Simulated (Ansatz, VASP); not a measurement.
# Pd: VASP beside Ansatz

Contents of INCAR:

```
SYSTEM = Pd
PREC = Accurate ; ENCUT = 520
EDIFF = 1E-6 ; ISMEAR = 1
SIGMA = 0.6 ; LREAL = .False.
LASPH = .True. ; NELM = 80
ALGO = Normal ; ISIF = 2
LWAVE = .False. ; LCHARG = .False.
NBANDS = 11
```

Contents of KPOINTS:

```
regular mesh
0
Gamma
  14 14 14
  0 0 0
```

Contents of POSCAR:

```
Pd
1.0
    0.0000000000      1.9211411165      1.9211411165
    1.9211411165      0.0000000000      1.9211411165
    1.9211411165      1.9211411165      0.0000000000
Pd
1
Direct
    0.0000000000      0.0000000000      0.0000000000
```

Input for Ansatz:

```yaml
crystal:
  lattice:
    - [0.0, 1.9211411165, 1.9211411165]
    - [1.9211411165, 0.0, 1.9211411165]
    - [1.9211411165, 1.9211411165, 0.0]
  atoms:
    - { symbol: Pd, position: [0.0, 0.0, 0.0] }
hamiltonian:
  xc: lda
  pseudopotentials:
    kind: paw
    azcp:
      Pd: "pseudopotentials/Pd.paw.azcp"
basis:
  ecutwfc: 420
  fft_grid_basis: typed
kpoints:
  mp_grid: { grid: [14, 14, 14], shift: [0, 0, 0] }
magnetization:
  spin_polarized: false
scf:
  occupations: { method: methfessel_paxton, width: 0.6 }
  lower_state_search: "off"
output:
  stress: true
  write_density: true
  write_potential: true
  elf: true
  volumetric_format: npy
```

Alike in both runs: task single point; functional LDA; k mesh 14 × 14 × 14; occupations methfessel-paxton of order 1, width 0.6 eV; no spin polarisation.

|  | VASP | Ansatz |
| --- | --- | --- |
| version | VASP 6.6.1 | Ansatz 0.2.0 |
| potentials or method | VASP PAW LDA potentials, release 64 (Pd) | plane waves (420 eV) with PAW, scalar-relativistic |
| plane-wave cutoff (eV) | 520 | 420 |
| valence electrons in the cell | 10 | 18 |

|  | VASP | Ansatz | Ansatz less VASP |
| --- | --- | --- | --- |
| pressure (GPa) | 0.1 | -0.2 | -0.29 |

The two sets of potentials don't hold the same shells in valence. Ansatz warned: «pseudo_functional_mismatch».
